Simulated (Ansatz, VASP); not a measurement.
One calculation of SnSe2, two programs

```xyz
3
Lattice="3.8251 0.0000 0.0000 -1.9126 3.3127 0.0000 0.0000 0.0000 6.2271" Properties=species:S:1:pos:R:3 pbc="T T T"
Sn    0.0000    0.0000    0.0000
Se    0.0000    2.2085    1.5759
Se    1.9126    1.1042    4.6511
```

The cell was built by a generator and needn't be a form met in nature.

Alike in both runs: task single point; functional PBE; k mesh 12 × 12 × 4; occupations fermi-dirac, width 0.02 eV; no spin polarisation.

```csv
,VASP,Ansatz
version,VASP 6.6.1,Ansatz 0.2.0
potentials or method,"VASP PAW PBE potentials, release 64 (Sn_d, Se)","plane waves, PAW"
plane-wave cutoff (eV),520,420
valence electrons in the cell,26,46
```

```csv
,VASP,Ansatz,Ansatz less VASP
gap on the k mesh at the Fermi level (eV),0.74,0.74,+0.003
pressure (GPa),3.0,2.9,-0.07
largest component of the traceless stress (GPa),0.12,0.11,-0.008
rms of the force components (eV/Å),0.130,0.123,-0.0068
```

Atom by atom the forces differ by 0.007 eV/Å (rms over components). The functional is the same, so the differences come from potentials, cutoffs and numerics. The two sets of potentials don't hold the same shells in valence.

Caveats: spin-orbit coupling is left out, which moves the levels of the heavy elements; this functional lacks dispersion, which binds the layers, so the pressure and a relaxed spacing across them are unreliable. A k mesh can miss the band edges.
